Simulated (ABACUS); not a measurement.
The system is MoS2, a slab with vacuum.

```
Mo S
1.0
     3.18454    0.00000    0.00000
    -1.59227    2.75789    0.00000
     0.00000    0.00000   21.67053
Mo S
2 4
Direct
  0.33333 0.66667 0.85116
  0.66667 0.33333 0.14884
  0.66667 0.33333 0.77963
  0.33333 0.66667 0.07725
  0.66667 0.33333 0.92275
  0.33333 0.66667 0.22037
```

| Property | Result |
| --- | --- |
| Program | ABACUS 3.10.1 |
| Task | single point |
| Functional | PBE |
| Potentials or basis | PseudoDojo NC SR 0.4.1 PBE standard |
| Cutoff | 1102 eV |
| Density cutoff | 4408 eV |
| Basis | plane waves |
| k mesh | 10 × 10 × 2 |
| Occupations | fermi-dirac, width 0.05 eV |
| Spin | no spin polarisation |

On this cell: largest force 0.241 eV/Å; band gap on the k mesh 1.39 eV, indirect (least direct gap 1.89 eV).

The same run follows on a disturbed copy (atoms moved at random, drawn with an rms of 0.05 Å):

```
Mo S
1.0
     3.18454    0.00000    0.00000
    -1.59227    2.75789    0.00000
     0.00000    0.00000   21.67053
Mo S
2 4
Direct
  0.34384 0.66824 0.85091
  0.67791 0.34480 0.14846
  0.67064 0.34761 0.77843
  0.33154 0.66630 0.07732
  0.65108 0.33668 0.92370
  0.32899 0.65297 0.21840
```

Problem. What changes?

Solution. The energy moves by +17.6 meV/atom; largest force 1.275 eV/Å; band gap on the k mesh 1.31 eV, indirect (least direct gap 1.76 eV).

Forces in eV/Å, atoms in the order of the input:
```
Mo  -1.210  0.402  0.037
Mo  -0.343 -1.077 -0.435
S    0.422 -0.311  0.112
S    0.230  0.360 -0.439
S    0.789 -0.090 -0.211
S    0.112  0.717  0.936
```

Stress tensor (GPa, compression positive):
```
 1.05 -0.20  0.33
-0.20  0.19  0.74
 0.33  0.74  1.66
```

Caveats: there are fewer bands than atomic start orbitals, so a level may be missed at k points of high symmetry.

A k mesh can miss the band edges.
